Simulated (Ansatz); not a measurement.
**CdO: a single-point run**

Wanted: a converged single-point run for CdO, and a check of what comes out. The structure is shown as the input types it.

Method: density functional or hybrid calculation with the settings of its input, plane waves (as first typed), in Ansatz 0.2.0.

2 further runs of the same task are left out: 2 that didn't finish.

### Step 1. The starting structure

It takes space group Fm-3m (No. 225, cubic). Conventional cell: a = 4.706 Å, b = 4.706 Å, c = 4.706 Å, α = 90.00°, β = 90.00°, γ = 90.00°. Cd (site symmetry m-3m) is surrounded by 6 O at 2.35 Å. O (site symmetry m-3m) is surrounded by 6 Cd at 2.35 Å.

As a file:

```
Cd O
1.0
     0.00000    2.35300    2.35300
     2.35300    0.00000    2.35300
     2.35300    2.35300    0.00000
Cd O
1 1
Cartesian
  0.0000 0.0000 0.0000
  2.3530 2.3530 2.3530
```

### Step 2. The calculation

The input, input.yaml:

```yaml
crystal:
  lattice:
    - [0.0, 2.3530040406, 2.3530040406]
    - [2.3530040406, 0.0, 2.3530040406]
    - [2.3530040406, 2.3530040406, 0.0]
  atoms:
    - { symbol: Cd, position: [0.0, 0.0, 0.0] }
    - { symbol: O, position: [0.5, 0.5, 0.5] }
kpoints:
  mp_grid: { grid: [6, 6, 6] }
hamiltonian:
  xc: pw91
scf:
  occupations: { method: fermi_dirac, width: 0.02 }
  n_extra_bands: 4
output:
  forces: true
  stress: true
  eigenvalues: true
```

Run with:

```
ansatz run input.yaml --threads 4 --pin off --max-ram 3686MiB --backend cpu --events-out ev --progress --plain --runs-dir out
```

**Question.** How will this run end, and is anything wrong with its input?

The program refused the input before any cycle. The line that matters: «line 12 column 7: hamiltonian.xc: unknown variant `pw91`, expected one of `lda`, `lda-pw`, `pw92`, `pbe`, `pbesol`, `rpbe`, `revpbe`, `blyp`, ...»

In the input, hamiltonian.xc is pw91. The method's name matches nothing in the program's list.

What to do: set hamiltonian.xc to r2scan. Any name on the list would pass the check; a listed functional of a like name need not be the same functional.
